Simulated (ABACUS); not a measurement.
# AlCo (Pm-3m) in ABACUS: further runs

One crystal, AlCo, is run at these levels: PBE; tasks: single point.

Everything below comes from runs of ABACUS 3.10.1. Logs are shortened: lines on timing, memory, paths and dates and some standing lists are left out, and cuts for length are marked.

## (1) Starting point

It takes space group Pm-3m (No. 221, cubic). The conventional cell has a = 2.819 Å, b = 2.819 Å, c = 2.819 Å, α = 90.00°, β = 90.00°, γ = 90.00°. Co (site symmetry m-3m) has 8 Al at 2.44 Å as nearest neighbours. Around Al (site symmetry m-3m) lie 8 Co at 2.44 Å.

The cell is a database's computed one.

## (2) Single point, PBE, collinear spin, ferromagnetic start

INPUT

```
INPUT_PARAMETERS
suffix              AlCo
calculation         scf
basis_type          lcao
pseudo_dir          ./
orbital_dir         ./
symmetry            1
dft_functional      pbe
ecutwfc             100
pseudo_rcut         10
nspin               2
nbands              15
ks_solver           genelpa
smearing_method     fd
smearing_sigma      0.00367493
scf_thr             1e-07
scf_nmax            100
mixing_type         broyden
mixing_beta         0.4
cal_force           1
cal_stress          1
out_mul             1
out_chg             1
out_pot             2
out_elf             1
```

STRU

```
ATOMIC_SPECIES
Co 58.9332 Co.upf
Al 26.9815 Al.upf

NUMERICAL_ORBITAL
Co_confined-atom_7au_3s2p2d1f.orb
Al_confined-atom_8au_2s2p1d.orb

LATTICE_CONSTANT
1.8897261246

LATTICE_VECTORS
2.8194032100 0.0000000000 0.0000000000
0.0000000000 2.8194032100 0.0000000000
0.0000000000 0.0000000000 2.8194032100

ATOMIC_POSITIONS
Direct

Co
0.0
1
0.5000000000 0.5000000000 0.5000000000 1 1 1 mag 2

Al
0.0
1
0.0000000000 0.0000000000 0.0000000000 1 1 1 mag 0
```

KPT

```
K_POINTS
0
Gamma
9 9 9 0 0 0
```

Potentials or basis: PseudoDojo NC SR 0.4.1 PBE standard, DZP LCAO (the cutoffs set its grid).

On the command line:

```
> OMP_NUM_THREADS=1 mpirun -np 4 abacus > log
```

running log:

```text
ABACUS v3.10.1

               Atomic-orbital Based Ab-initio Computation at UStc

 ------------------------------------------------------------------------------------

 READING GENERAL INFORMATION
                           global_out_dir = OUT.AlCo/
                           global_in_card = INPUT
                               pseudo_dir = ./
                              orbital_dir = ./
                                    DSIZE = 4
                                    GSIZE = 1

 READING UNITCELL INFORMATION
                                    ntype = 2
                  lattice constant (Bohr) = 1.88973
              lattice constant (Angstrom) = 1

 READING ATOM TYPE 1
                               atom label = Co
                      L=0, number of zeta = 3
                      L=1, number of zeta = 2
                      L=2, number of zeta = 2
                      L=3, number of zeta = 1
             number of atom for this type = 1
               magnetization of element 1 = 2

 READING ATOM TYPE 2
                               atom label = Al
                      L=0, number of zeta = 2
                      L=1, number of zeta = 2
                      L=2, number of zeta = 1
             number of atom for this type = 1
               magnetization of element 2 = 0

                        TOTAL ATOM NUMBER = 2
DIRECT COORDINATES
    atom                   x                   y                   z     mag                  vx                  vy                  vz
taud_Co1            0.5000000000        0.5000000000        0.5000000000  2.0000        0.0000000000        0.0000000000        0.0000000000
taud_Al1            0.0000000000        0.0000000000        0.0000000000  0.0000        0.0000000000        0.0000000000        0.0000000000

                          Volume (Bohr^3) = 151.241
                             Volume (A^3) = 22.4115

 Lattice vectors: (Cartesian coordinate: in unit of a_0)
              +2.8194                  +0                  +0
                   +0             +2.8194                  +0
                   +0                  +0             +2.8194
 Reciprocal vectors: (Cartesian coordinate: in unit of 2 pi/a_0)
            +0.354685                  -0                  +0
                   -0           +0.354685                  -0
                   +0                  -0           +0.354685
 The esolver type has been set to : ksdft_lcao

                PAO radial cut off (Bohr) = 10

 Read in pseudopotential file is Co.upf
                     pseudopotential type = NC
          exchange-correlation functional = PBE
                 nonlocal core correction = 1
                        valence electrons = 17
                                     lmax = 2
                           number of zeta = 4
                     number of projectors = 6
                           L of projector = 0
[... 5 lines left out ...]
                PAO radial cut off (Bohr) = 10

 Read in pseudopotential file is Al.upf
                     pseudopotential type = NC
          exchange-correlation functional = PBE
                 nonlocal core correction = 1
                        valence electrons = 3
                                     lmax = 2
                           number of zeta = 2
                     number of projectors = 6
                           L of projector = 0
                           L of projector = 0
                           L of projector = 1
                           L of projector = 1
                           L of projector = 2
                           L of projector = 2
     initial pseudo atomic orbital number = 14
 The readin total magnetization is 2

 SETUP THE ELECTRONS NUMBER
            electron number of element Co = 17
      total electron number of element Co = 17
            electron number of element Al = 3
      total electron number of element Al = 3
            AUTOSET number of electrons:  = 20
                           occupied bands = 10
                                   NLOCAL = 39
                                   NBANDS = 15
                                   NBANDS = 15
                                   NLOCAL = 39

%%%%%%%%%%%%%%%%%%%%%%%%%%%%%%%%%%%%%%%%%%%%%%%%%%%%%%%%%%%%%%%%%%%%%%%%%%%%%%%%%%%%%%%%%%%%%%%%%%%%%%%%%%
 Warning: the number of valence electrons in pseudopotential > 9 for Co: [Ar] 3d7 4s2
 Pseudopotentials with additional electrons can yield (more) accurate outcomes, but may be less efficient.
 If you're confident that your chosen pseudopotential is appropriate, you can safely ignore this warning.
%%%%%%%%%%%%%%%%%%%%%%%%%%%%%%%%%%%%%%%%%%%%%%%%%%%%%%%%%%%%%%%%%%%%%%%%%%%%%%%%%%%%%%%%%%%%%%%%%%%%%%%%%%

 SETUP THE PLANE WAVE BASIS
 energy cutoff for charge/potential (unit:Ry) = 400
            fft grid for charge/potential = [ 36, 36, 36 ]
                        fft grid division = [ 3, 3, 3 ]
        big fft grid for charge/potential = [ 12, 12, 12 ]
                                     nbxx = 432
                                     nrxx = 11664

 SETUP PLANE WAVES FOR CHARGE/POTENTIAL
                    number of plane waves = 20341
                         number of sticks = 885

 PARALLEL PW FOR CHARGE/POTENTIAL
[... 40 lines left out ...]
                                  BRAVAIS = SIMPLE CUBIC
                       LATTICE CONSTANT A = 2.8194
Original cell was already a primitive cell.
                        ROTATION MATRICES = 48
              PURE POINT GROUP OPERATIONS = 48
                   SPACE GROUP OPERATIONS = 48
                              POINT GROUP = O_h
               POINT GROUP IN SPACE GROUP = O_h

 SETUP K-POINTS
                                    nspin = 2
                   Input type of k points = Monkhorst-Pack(Gamma)
                                   nkstot = 729
                       right hand lattice = 1
(for reciprocal lattice: )
                             BRAVAIS TYPE = 1
                     BRAVAIS LATTICE NAME = 01. Cubic P (simple)
                                    ibrav = 1
                       right hand lattice = 1
(for k-lattice: )
                             BRAVAIS TYPE = 1
                     BRAVAIS LATTICE NAME = 01. Cubic P (simple)
                                    ibrav = 1
                       right hand lattice = 1
                        ROTATION MATRICES = 48
                               nkstot_ibz = 35
K-POINTS REDUCTION ACCORDING TO SYMMETRY
     IBZ    DIRECT_X    DIRECT_Y    DIRECT_Z  WEIGHT  ibz2bz
       1  0.00000000  0.00000000  0.00000000  0.0014       0
       2  0.11111111  0.00000000  0.00000000  0.0082       1
       3  0.22222222  0.00000000  0.00000000  0.0082       2
       4  0.33333333  0.00000000  0.00000000  0.0082       3
       5  0.44444444  0.00000000  0.00000000  0.0082       4
       6  0.11111111  0.11111111  0.00000000  0.0165      10
[... 22 lines left out ...]
      29  0.33333333  0.33333333  0.22222222  0.0329     192
      30  0.44444444  0.33333333  0.22222222  0.0658     193
[... 5 further k points ...]

                               nkstot now = 35
[... K-POINTS DIRECT COORDINATES: 35 rows ...]

           k-point number in this process = 35
       minimum distributed K point number = 35
[... stars of the k points ...]
                             nks(nspin=2) = 70
                          nkstot(nspin=2) = 70

[... K-POINTS CARTESIAN COORDINATES: 70 rows ...]

[... K-POINTS DIRECT COORDINATES: 70 rows ...]

 SETUP PLANE WAVES FOR WAVE FUNCTIONS
     energy cutoff for wavefunc (unit:Ry) = 100
              fft grid for wave functions = [ 36, 36, 36 ]
                    number of plane waves = 3287
                         number of sticks = 277

 PARALLEL PW FOR WAVE FUNCTIONS
     PROC   COLUMNS(POT)             PW
        1             70            822
        2             70            822
        3             68            822
        4             69            821
 --------------- sum -------------------
        4            277           3287

 SET NONLOCAL PSEUDOPOTENTIAL PROJECTORS
 SET NONLOCAL PSEUDOPOTENTIAL PROJECTORS
 max number of nonlocal projetors among all species is 6

 -------------------------------------------
 SELF-CONSISTENT
 -------------------------------------------

 SETUP SEARCHING RADIUS FOR PROGRAM TO SEARCH ADJACENT ATOMS
                  longest orb rcut (Bohr) = 8
   longest nonlocal projector rcut (Bohr) = 1.78
                     search radius (Bohr) = 19.6
              searching radius is (Bohr)) = 19.6
         searching radius unit is (Bohr)) = 1.89
                         PeriodicBoundary = 1
                        Radius(unit:lat0) = 10.4
                                   glayer = [ 5, 5, 5 ]
                             glayer_minus = [ 4, 4, 4 ]

Find the coordinate range of the input atom(unit:lat0).
                                  min_tau = [ -11.3, -11.3, -11.3 ]
                                  max_tau = [ 12.7, 12.7, 12.7 ]
                                BoxNumber = [ 9, 9, 9 ]

 SETUP EXTENDED REAL SPACE GRID FOR GRID INTEGRATION
                          real space grid = [ 36, 36, 36 ]
                 big cell numbers in grid = [ 12, 12, 12 ]
             meshcell numbers in big cell = [ 3, 3, 3 ]
                        extended fft grid = [ 19, 19, 19 ]
                dimension of extened grid = [ 51, 51, 51 ]
                            UnitCellTotal = 125
              Atom number in sub-FFT-grid = 2
    Local orbitals number in sub-FFT-grid = 39
                                ParaV.nnr = 49240
                                 init_chg = atomic

 LCAO ALGORITHM --------------- ION=   1  ELEC=   1--------------------------------
          total magnetism (Bohr mag/cell) = 0.615479
       absolute magnetism (Bohr mag/cell) = 0.881122
                        nelec for spin up = 10.3077
                      nelec for spin down = 9.69226
[... 211 lines left out ...]
 Density error is 9.90612501557e-08
----------------------------------------------------------
     Energy           Rydberg                 eV
----------------------------------------------------------
 E_KohnSham     -310.7811212611      -4228.3940799803
 E_KS(sigma->0) -310.7809591827      -4228.3918747908
 E_Harris       -310.7811188308      -4228.3940469139
 E_band         -19.7830909220       -269.1627605907
 E_one_elec     -181.2671657495      -2466.2663145041
 E_Hartree      102.9943151669       1401.3095478770
 E_xc           -58.4596094782       -795.3837917586
 E_Ewald        -174.0483370435      -2368.0491112156
 E_entropy(-TS) -0.0003241568        -0.0044103790
 E_descf        0.0000000000         0.0000000000
 E_exx          0.0000000000         0.0000000000
 E_Fermi        1.1246478024         15.3016183553
----------------------------------------------------------

 charge density convergence is achieved
 final etot is -4228.39408 eV
 EFERMI = 15.301618355 eV
The vacuum level is 2.6879907903 eV

 STATE ENERGY(eV) AND OCCUPATIONS    NSPIN == 2
SPIN UP :
 1/35 kpoint (Cartesian) = 0.0000 0.0000 0.0000 (634 pws)
       1       -79.5059     0.00137174
       2       -42.7809     0.00137174
       3       -42.7809     0.00137174
       4       -42.7809     0.00137174
       5        3.95533     0.00137174
       6        12.1947     0.00137174
       7        12.1947     0.00137174
       8        14.4687     0.00137174
       9        14.4687     0.00137174
      10        14.4687     0.00137174
      11        21.4075    1.26662e-56
      12        21.4075    1.26662e-56
      13        21.4075    1.26662e-56
      14        24.2085    5.93173e-81
      15        24.2085    5.93173e-81
[... 71 lines left out ...]
       2       -42.7863      0.0164609
       3       -42.7860      0.0164609
       4       -42.7801      0.0164609
       5        4.43291      0.0164609
       6        12.2029      0.0164609
       7        12.2710      0.0164609
       8        14.1948      0.0164609
       9        14.3318      0.0164609
      10        14.3858      0.0164609
      11        19.5638    1.56743e-39
      12        20.2406    2.07587e-45
      13        22.0656    2.91940e-61
      14        24.9791    1.44170e-86
      15        26.8082        0.00000

[... levels at 64 further k points ...]

-------------------------------------------------
 Total Magnetism (uB)
-------------------------------------------------
                        Co1        -0.0000000547
                        Al1         0.0000000223
-------------------------------------------------

 correction force for each atom along direction 1 is -4.92004e-14
 correction force for each atom along direction 2 is -5.59508e-14
 correction force for each atom along direction 3 is -1.62033e-13
------------------------------------------------------------------------------------------
 TOTAL-FORCE (eV/Angstrom)
------------------------------------------------------------------------------------------
                       Co1         0.0000000000         0.0000000000         0.0000000000
                       Al1         0.0000000000         0.0000000000         0.0000000000
------------------------------------------------------------------------------------------

----------------------------------------------------------------
 TOTAL-STRESS (KBAR)
----------------------------------------------------------------
        75.3166473352        -0.0000000000        -0.0000000000
        -0.0000000000        75.3166473352         0.0000000000
        -0.0000000000         0.0000000000        75.3166473352
----------------------------------------------------------------
 TOTAL-PRESSURE: 75.316647 KBAR

 --------------------------------------------
 !FINAL_ETOT_IS -4228.3940799802612673 eV
 --------------------------------------------
```

It took 20 s on 4 MPI ranks of Intel Xeon at 2.60GHz (Ice Lake), shared host; peak memory 0.48 GiB.

What came out:

* Free energy: -4228.3941 eV
* Pressure: 7.5 GPa
* Band gap on the k mesh: none (metal or under the smearing width)
* Net moment: 0.00 μB per cell
* Absolute moment: 0.00 μB per cell
* Mulliken charges: Co -0.10; Al +0.10 e

Levels at points of the mesh, in eV from the Fermi level:
Spin up:
| k point | band 8 | band 9 | band 10 | band 11 | band 12 | band 13 |
| --- | --- | --- | --- | --- | --- | --- |
| (0.00, 0.00, 0.00) | -0.83 | -0.83 | -0.83 | 6.11 | 6.11 | 6.11 |
Spin down:
| k point | band 6 | band 7 | band 8 | band 9 | band 10 | band 11 | band 12 | band 13 | band 14 | band 15 |
| --- | --- | --- | --- | --- | --- | --- | --- | --- | --- | --- |
| (0.00, 0.00, 0.00) | -3.11 | -3.11 | -0.83 | -0.83 | -0.83 | 6.11 | 6.11 | 6.11 | 8.91 | 8.91 |

Caveat: the atomic orbitals were generated for these runs and aren't a published set; Mulliken charges move with the basis; the starting moments collapsed, and a magnetic state may lie lower; the basis of atomic orbitals isn't converged, which shifts pressures, moduli and gaps.

## (3) Single point, PBE, collinear spin, ferromagnetic start (atoms moved at random, drawn with an rms of 0.05 Å)

Edit INPUT of step 2 so:

```diff
@@ -22,4 +22 @@
 out_mul             1
-out_chg             1
-out_pot             2
-out_elf             1
```

Edit STRU of step 2 so:

```diff
@@ -22,3 +22,3 @@
 1
-0.5000000000 0.5000000000 0.5000000000 1 1 1 mag 2
+0.5188250000 0.4935050000 0.4987670000 1 1 1 mag 2
 
@@ -27,2 +27,2 @@
 1
-0.0000000000 0.0000000000 0.0000000000 1 1 1 mag 0
+-0.0089450000 -0.0064180000 -0.0021340000 1 1 1 mag 0
```

KPT is that of step 2.

Potentials or basis: PseudoDojo NC SR 0.4.1 PBE standard, DZP LCAO (the cutoffs set its grid).

On the command line:

```
> OMP_NUM_THREADS=1 mpirun -np 4 abacus > log
```

Wall time 38 s (4 MPI ranks of Intel Xeon at 2.60GHz (Ice Lake), shared host); peak memory 0.72 GiB.

The run converged. Its results:

```
Free energy            : -4228.3679 eV
Pressure               : 8.0 GPa
Largest force          : 0.670 eV/Å
Band gap on the k mesh : none (metal or under the smearing width)
Net moment             : 0.00 μB per cell
Absolute moment        : 0.00 μB per cell
Mulliken charges       : Co -0.10; Al +0.10 e
```

Forces on the atoms (eV/Å):
```
Co  -0.670  0.002 -0.022
Al   0.670 -0.002  0.022
```

Stress tensor (GPa, compression positive):
```
 7.75 -0.01  0.04
-0.01  8.19  0.00
 0.04  0.00  8.19
```

Caveat: the atomic orbitals were generated for these runs and aren't a published set; Mulliken charges move with the basis; the starting moments collapsed, and a magnetic state may lie lower; the basis of atomic orbitals isn't converged, which shifts pressures, moduli and gaps.

## (4) Single point, PBE, collinear spin, ferromagnetic start

INPUT is that of step 3.

STRU

```
ATOMIC_SPECIES
Co 58.9332 Co.upf
Al 26.9815 Al.upf

NUMERICAL_ORBITAL
Co_confined-atom_7au_4s3p3d1f.orb
Al_confined-atom_8au_3s3p2d1f.orb

LATTICE_CONSTANT
1.8897261246

LATTICE_VECTORS
2.8194032100 0.0000000000 0.0000000000
0.0000000000 2.8194032100 0.0000000000
0.0000000000 0.0000000000 2.8194032100

ATOMIC_POSITIONS
Direct

Co
0.0
1
0.5000000000 0.5000000000 0.5000000000 1 1 1 mag 2

Al
0.0
1
0.0000000000 0.0000000000 0.0000000000 1 1 1 mag 0
```

KPT is that of step 3.

Potentials or basis: PseudoDojo NC SR 0.4.1 PBE standard, TZDP LCAO (the cutoffs set its grid).

On the command line:

```
> OMP_NUM_THREADS=1 mpirun -np 4 abacus > log
```

It took 46 s on 4 MPI ranks of Intel Xeon at 2.60GHz (Ice Lake), shared host; peak memory 0.68 GiB.

It converged, with:

```
Free energy            : -4228.4951 eV
Pressure               : 7.2 GPa
Band gap on the k mesh : none (metal or under the smearing width)
Net moment             : 0.00 μB per cell
Absolute moment        : 0.00 μB per cell
Mulliken charges       : Co +0.25; Al -0.25 e
```

Levels at points of the mesh, in eV from the Fermi level:
Spin up:
| k point | band 7 | band 8 | band 9 | band 10 | band 11 | band 12 | band 13 | band 14 |
| --- | --- | --- | --- | --- | --- | --- | --- | --- |
| (0.00, 0.00, 0.00) | -3.11 | -0.83 | -0.83 | -0.83 | 6.11 | 6.11 | 6.11 | 8.92 |
Spin down:
| k point | band 8 | band 9 | band 10 | band 11 | band 12 | band 13 |
| --- | --- | --- | --- | --- | --- | --- |
| (0.00, 0.00, 0.00) | -0.83 | -0.83 | -0.83 | 6.11 | 6.11 | 6.11 |

Caveat: the atomic orbitals were generated for these runs and aren't a published set; Mulliken charges move with the basis; the starting moments collapsed, and a magnetic state may lie lower; the basis of atomic orbitals isn't converged, which shifts pressures, moduli and gaps.
